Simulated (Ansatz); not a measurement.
# WS2: a single-point run

Aim: a sound single-point run of WS2. The structure is shown as the input types it.

Computed with Ansatz 0.2.0 (density functional or hybrid calculation with the settings of its input, plane waves (as first typed), unless a step's input says otherwise).

5 further runs of the same task are left out: 5 that didn't finish.

## (1) The structure to begin with

It takes space group R3m (No. 160, trigonal). Conventional cell: a = 3.172 Å, b = 3.172 Å, c = 18.712 Å, α = 90.00°, β = 90.00°, γ = 120.00°. Around W (site symmetry 3m) lie 6 S at 2.41 Å. Around S (site symmetry 3m) lie 3 W at 2.41 Å.

As a file:

```cif
data_structure
_symmetry_space_group_name_H-M 'R3m:H'
_symmetry_Int_Tables_number 160
_cell_length_a 3.1718
_cell_length_b 3.1718
_cell_length_c 18.7124
_cell_angle_alpha 90.000
_cell_angle_beta 90.000
_cell_angle_gamma 120.000
_cell_volume 163.03
loop_
_atom_site_label
_atom_site_type_symbol
_atom_site_symmetry_multiplicity
_atom_site_Wyckoff_symbol
_atom_site_fract_x
_atom_site_fract_y
_atom_site_fract_z
_atom_site_occupancy
W1 W 3 a 0.00000 0.00000 0.00001 1
S1 S 3 a 0.33333 0.66667 0.24987 1
S2 S 3 a 0.66667 0.33333 0.08345 1
```

## (2) Running it

The input, input.yaml:

```yaml
crystal:
  lattice:
    - [1.5858867014, 0.915612114, 6.2374687378]
    - [-1.5858867014, 0.915612114, 6.2374687378]
    - [0.0, -1.8312242279, 6.2374687378]
  atoms:
    - { symbol: W, position: [-1.15694e-05, -1.15694e-05, -1.15694e-05] }
    - { symbol: S, position: [0.4167981809, 0.4167981809, 0.4167981809] }
    - { symbol: S, position: [0.2498800553, 0.2498800553, 0.2498800553] }
kpoints:
  mp_grid: { grid: [6, 6, 6] }
hamiltonian:
  xc: pbe
scf:
  occupations: { method: fixed }
  n_extra_bands: 4
  max_iter: 68
output:
  forces: true
  stress: true
  eigenvalues: true
basis:
  ecutwfc: 40
```

Launch:

```sh
$ ansatz run input.yaml --threads 4 --pin off --max-ram 3686MiB --backend cpu --events-out ev --progress --plain --runs-dir out
```

Q: Will this input give a usable result? If not, why, and what should change?

The program finished normally, with warnings (band overlap at count, cutoff below recommended, metallic iterate). It gives a pressure of -945 GPa and a largest force of 7.1 eV/Å, which is large.

In the input, basis.ecutwfc is 40. The basis cutoff is far too low: the plane waves can't represent the orbitals near the cores. The potentials' recommended cutoff is 420 eV.

To check: delete basis.ecutwfc (the default then holds).
